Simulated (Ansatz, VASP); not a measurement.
## Two plane-wave programs on Sn

```
Sn
1.0
     3.00130    0.00000    0.00000
     0.00000    3.00130    0.00000
     0.00000    0.00000    3.00130
Sn
1
Direct
  0.00000 0.00000 0.00000
```

Alike in both runs: task single point; functional LDA; k mesh 10 × 10 × 10; occupations fermi-dirac, width 0.1 eV; non-collinear spin, spin-orbit coupling.

```csv
,VASP,Ansatz
version,VASP 6.6.1,Ansatz 0.2.0
potentials or method,"VASP PAW LDA potentials, release 64 (Sn_d)","plane waves (420 eV) with PAW, fully relativistic with spin-orbit coupling"
plane-wave cutoff (eV),520,420
valence electrons in the cell,14,14
```

```tsv
	VASP	Ansatz	Ansatz less VASP
net moment per atom (μB)	0.00	0.00	0.000
```

Ansatz warned: «pseudo_functional_mismatch».
